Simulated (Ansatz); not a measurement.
# MgO: the cost of one run

Computed with Ansatz 0.2.0 (DFT PBE, scalar-relativistic, plane waves, PAW, unless a step's input says otherwise).

2 further runs of the same task are left out: 2 set aside as unsound or not needed.

## (1) Starting point

It takes space group P6_3/mmc (No. 194, hexagonal). Conventional cell: a = 3.521 Å, b = 3.521 Å, c = 4.239 Å, α = 90.00°, β = 90.00°, γ = 120.00°. Mg (site symmetry -6m2) is surrounded by 5 O at 2.03 to 2.12 Å. Around O (site symmetry -6m2) lie 5 Mg at 2.03 to 2.12 Å.

Coordinates:

```cif
data_structure
_symmetry_space_group_name_H-M 'P 1'
_symmetry_Int_Tables_number 1
_cell_length_a 3.5213
_cell_length_b 3.5213
_cell_length_c 4.2394
_cell_angle_alpha 90.000
_cell_angle_beta 90.000
_cell_angle_gamma 120.000
_cell_volume 45.52
loop_
_atom_site_label
_atom_site_type_symbol
_atom_site_fract_x
_atom_site_fract_y
_atom_site_fract_z
_atom_site_occupancy
Mg1 Mg 0.66667 0.33333 0.75000 1
Mg2 Mg 0.33333 0.66667 0.25000 1
O1 O 0.66667 0.33333 0.25000 1
O2 O 0.33333 0.66667 0.75000 1
```

It goes back to an entry of the Materials Project, which need not be the stable form.

It is the result of an earlier relaxation at this level (volume 11.38 Å³/atom; gap on the mesh: 3.28 eV).

## (2) Plan of the line

The energy is mapped over a normal mode and a strain (zone-centre modes of the cell shown) (x along [1 0 0], y along [1 2 0], z along [0 0 1] of the conventional cell).

The axes are (1) amplitude of mode 8 (477 cm⁻¹), largest displacement in the unstrained cell: 9 values from −0.060 Å; (2) strain +e along z and -e/2 along x and y: 7 values from −7.00 %.

Nothing else is relaxed (the pattern is fixed in fractional coordinates). Energies count from the relaxed high-symmetry cell. Points are written as (first, second).

The modes come from a phonon run on the reference cell, made beforehand.

The patterns, per unit of each coordinate (Å):

```csv
atom,x1,y1,z1
Mg1,-0.658,0.000,0.000
Mg2,-0.658,0.000,0.000
O3,1.000,0.000,0.000
O4,1.000,0.000,0.000
```

## (3) Grid point (−0.060 Å, −7.00 %)

Contents of input.yaml:

```yaml
crystal:
  lattice:
    - [3.6445625691, 0.0, 0.0]
    - [-1.8222812846, 3.1562837705, 0.0]
    - [0.0, 0.0, 3.9426256573]
  atoms:
    - { symbol: Mg, position: [0.6778828062, 0.3333333333, 0.75] }
    - { symbol: Mg, position: [0.3445494728, 0.6666666667, 0.25] }
    - { symbol: O, position: [0.6496275848, 0.3333333333, 0.25] }
    - { symbol: O, position: [0.3162942515, 0.6666666667, 0.75] }
basis:
  ecutwfc: 520.0
kpoints:
  mp_grid: { grid: [9, 9, 6] }
hamiltonian:
  xc: pbe
  pseudopotentials: { kind: paw, azcp: { folder: soft_1 } }
scf:
  occupations: { method: gaussian, width: 0.05 }
output:
  forces: true
  stress: true
  eigenvalues: true
  write_density: true
  write_potential: true
  elf: true
  volumetric_format: npy
```

Command:

```
> ansatz run input.yaml --threads 1 --pin off --max-ram 2048MiB --backend cpu --events-out ev --progress --plain --runs-dir out
```

What time and memory should one allow on 1 thread of Arm Neoverse N1, shared host?

About 28 s, with a peak of 0.38 GiB.
